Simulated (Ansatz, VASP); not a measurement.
**Ti in VASP and in Ansatz**

```
Ti
1.0
    -1.78149    1.78149    1.68520
     1.78149   -1.78149    1.68520
     1.42841    1.42841   -1.68520
Ti
1
Direct
  0.00000 0.00000 0.00000
```

Change from the starting cell: engineering shear strain xy -0.2200, normal strain along z +0.0500.

Alike in both runs: task single point; functional PBEsol; k mesh 20 × 20 × 20; occupations gaussian, width 0.15 eV; no spin polarisation.

```csv
,VASP,Ansatz
version,VASP 6.6.1,Ansatz 0.2.0
potentials or method,"VASP PAW PBE potentials, release 64 (Ti_sv)","scalar-relativistic, plane waves, PAW"
plane-wave cutoff (eV),520,520
valence electrons in the cell,12,12
```

```tsv
	VASP	Ansatz	Ansatz less VASP
gap on the k mesh at the Fermi level (eV)	none	none	-
pressure (GPa)	-4.5	-4.4	+0.09
largest component of the traceless stress (GPa)	5.01	5.04	+0.027
```

A gap of «none» marks a metal or a gap that the smearing closes. Ansatz warned: «pseudo_functional_mismatch».

Caveats: the PAW data sets were made with another functional, which shifts forces and pressure a little (VASP).
